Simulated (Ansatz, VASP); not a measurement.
Given: the input of a run of Ansatz 0.2.0 on GaP.

The input input.yaml:

```yaml
crystal:
  lattice:
    - [3.45666, 0.0, 0.0]
    - [0.0, 3.45666, 0.0]
    - [0.0, 0.0, 2.80256]
  atoms:
    - { symbol: Ga, position: [0.0, 0.0, 0.0] }
    - { symbol: P, position: [0.5, 0.5, 0.5] }
hamiltonian:
  xc: pbe
  pseudopotentials: { kind: paw }
kpoints:
  mp_grid: { grid: [8, 8, 9] }
scf:
  occupations: { method: fermi_dirac, width: 0.05 }
output:
  forces: true
  stress: true
  eigenvalues: true
```

Potentials or basis: Ansatz PAW.

Run with:

```bash
$ ansatz run input.yaml --threads 1 --pin off --max-ram 3584MiB --backend cpu --events-out ev --progress --plain --runs-dir out
```

Q: Set up the same calculation for VASP 6.6.1. Potentials there: VASP PAW PBE potentials, release 64 (Ga_d, P).

A: As run (the cutoff follows the program's own potentials):

The input INCAR:

```
PREC     = Accurate       # precision mode
ENCUT    = 520            # plane-wave cutoff, eV
EDIFF    = 1E-6           # SCF threshold, eV
ISMEAR   = -1             # smearing method
SIGMA    = 0.05           # smearing width, eV
LREAL    = F              # projectors in reciprocal space
LASPH    = T              # aspherical terms in the spheres
NELM     = 80             # most SCF steps
ALGO     = Normal         # electronic algorithm
ISIF     = 2              # what is computed and relaxed
LWAVE    = F              # write WAVECAR
LCHARG   = T              # write CHGCAR
GGA      = PE             # functional
LELF     = T              # ELF
LVHAR    = T            
NBANDS   = 16             # bands
```

Contents of KPOINTS:

```
Automatic mesh
0
Gamma
  8 8 9
```

POSCAR

```
GaP
1.0
    3.4566600000      0.0000000000      0.0000000000
    0.0000000000      3.4566600000      0.0000000000
    0.0000000000      0.0000000000      2.8025600000
Ga P
1 1
Direct
    0.0000000000      0.0000000000      0.0000000000
    0.5000000000      0.5000000000      0.5000000000
```

Potentials or basis: VASP PAW PBE potentials, release 64 (Ga_d, P).

Command:

```console
$ cat potpaw_PBE.64/Ga_d/POTCAR potpaw_PBE.64/P/POTCAR > POTCAR
$ mpirun -np 1 vasp_std > vasp.out
```

Both were run:

|  | VASP | Ansatz | Ansatz less VASP |
| --- | --- | --- | --- |
| gap on the k mesh at the Fermi level (eV) | none | none | - |
| pressure (GPa) | -0.2 | -0.2 | -0.03 |
| largest component of the traceless stress (GPa) | 0.09 | 0.08 | -0.007 |

A gap of «none» marks a metal or a gap that the smearing closes.
